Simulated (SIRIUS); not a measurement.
AlFe:

```
Fe Al
1.0
     2.91000    0.00000    0.00000
     0.00000    2.91000    0.00000
     0.00000    0.00000    2.91000
Fe Al
1 1
Direct
  0.50000 0.50000 0.50000
  0.00000 0.00000 0.00000
```

Base run:

```yaml
Program: SIRIUS 7.12.0
Functional: PBE
Potentials_or_basis: all-electron FP-LAPW
Cutoff: 184 eV
Basis: apw+lo standard
k_mesh: 9 × 9 × 9
Occupations: fermi-dirac, width 0.05 eV
Spin: no spin polarisation
```

Its results: band gap on the k mesh none (metal or under the smearing width).

Task: The run is repeated on the same cell with these changes: spin from no spin polarisation to non-collinear spin, ferromagnetic start; reference energy of the basis from 0.31 Ha to 0.3 Ha. What comes out?

Result: Band gap on the k mesh none (metal or under the smearing width); net moment 0.65 μB per cell.
